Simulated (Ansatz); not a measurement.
**Cs on a K site in KTaO₃**

Theory: DFT PBE, scalar-relativistic, plane waves, PAW (Ansatz). Settings: 420 eV cutoff, 2×2×2 k-mesh, shifted by half a step, Gaussian smearing of 0.01 eV, no spin polarisation.

Host crystal, relaxed:

```yaml
crystal:
  lattice:
    - [4.02439, 0.00000, 0.00000]
    - [0.00000, 4.02439, 0.00000]
    - [0.00000, 0.00000, 4.02439]
  atoms:
    - { symbol: K, position: [0.50000, 0.50000, 0.50000] }
    - { symbol: Ta, position: [0.00000, 0.00000, 0.00000] }
    - { symbol: O, position: [0.00000, 0.50000, 0.00000] }
    - { symbol: O, position: [0.00000, 0.00000, 0.50000] }
    - { symbol: O, position: [0.50000, 0.00000, 0.00000] }
```

Supercell of 40 atoms, rows in host cell vectors: 2 0 0; 0 -2 0; 0 0 -2. Atoms relax at the host's cell, keeping the symmetry that the supercell leaves at the site. The cell is small, so energies carry finite-size errors of tenths of an eV. The host's Kohn–Sham gap is 2.16 eV. Atoms are taken from and returned to the elements' standard states.

Spin-orbit coupling is left out, which matters for the bands and energies of heavy elements.

Defect: Cs on a K site at (0.500, 0.500, 0.500) of the host cell.

**Question.** What is the formation energy of the neutral defect?

**Answer.** 1.59 eV.

**Question.** Does the neutral defect carry a moment, and how do its surroundings relax?

**Answer.** The neutral run had no spin polarisation, so a moment wasn't tested. The nearest neighbours before are 12 O at 2.85 Å; after relaxation the atoms near the site are 12 O at 2.90 Å; the largest move is 0.05 Å.